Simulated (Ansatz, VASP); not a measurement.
Se in VASP and in Ansatz

File INCAR:

```
PREC = Accurate
ENCUT = 520
EDIFF = 1E-6
ISMEAR = 1
SIGMA = 1.0
LREAL = F
LASPH = T
NELM = 100
ALGO = Normal
ISIF = 2
LWAVE = F
LCHARG = F
NBANDS = 16
```

Contents of KPOINTS:

```
Automatic mesh
0
Gamma
  9 9 6
```

File POSCAR:

```
Se
1.0
    3.9534579885      0.0000000000      0.0000000000
   -1.9767289943      3.4237950508      0.0000000000
    0.0000000000      0.0000000000      5.1205317866
Se
3
Direct
    0.2543546533      1.0000000000      0.3333333333
    1.0000000000      0.2543546533      0.6666666667
    0.7456453467      0.7456453467      1.0000000000
```

Input for Ansatz:

```yaml
crystal:
  lattice:
    - [3.9534579885, 0.0, 0.0]
    - [-1.9767289943, 3.4237950508, 0.0]
    - [0.0, 0.0, 5.1205317866]
  atoms:
    - { symbol: Se, position: [0.2543546533, 1.0, 0.3333333333] }
    - { symbol: Se, position: [1.0, 0.2543546533, 0.6666666667] }
    - { symbol: Se, position: [0.7456453467, 0.7456453467, 1.0] }
hamiltonian:
  xc: lda
  pseudopotentials:
    kind: paw
    azcp:
      Se: "pseudopotentials/Se.paw.azcp"
basis:
  ecutwfc: 420
  fft_grid_basis: typed
kpoints:
  mp_grid: { grid: [9, 9, 6], shift: [0, 0, 0] }
magnetization:
  spin_polarized: false
scf:
  occupations: { method: methfessel_paxton, width: 1.0 }
  lower_state_search: "off"
output:
  stress: true
```

Alike in both runs: task single point; functional LDA; k mesh 9 × 9 × 6; occupations methfessel-paxton of order 1, width 1 eV; no spin polarisation.

|  | VASP | Ansatz |
| --- | --- | --- |
| version | VASP 6.6.1 | Ansatz 0.2.0 |
| potentials or method | VASP PAW LDA potentials, release 64 (Se) | plane waves (420 eV) with PAW, scalar-relativistic |
| plane-wave cutoff (eV) | 520 | 420 |
| valence electrons in the cell | 18 | 48 |

```csv
,VASP,Ansatz,Ansatz less VASP
pressure (GPa),-0.2,-0.5,-0.23
largest component of the traceless stress (GPa),0.08,0.18,+0.105
```

The two sets of potentials don't hold the same shells in valence. Ansatz warned: «pseudo_functional_mismatch».
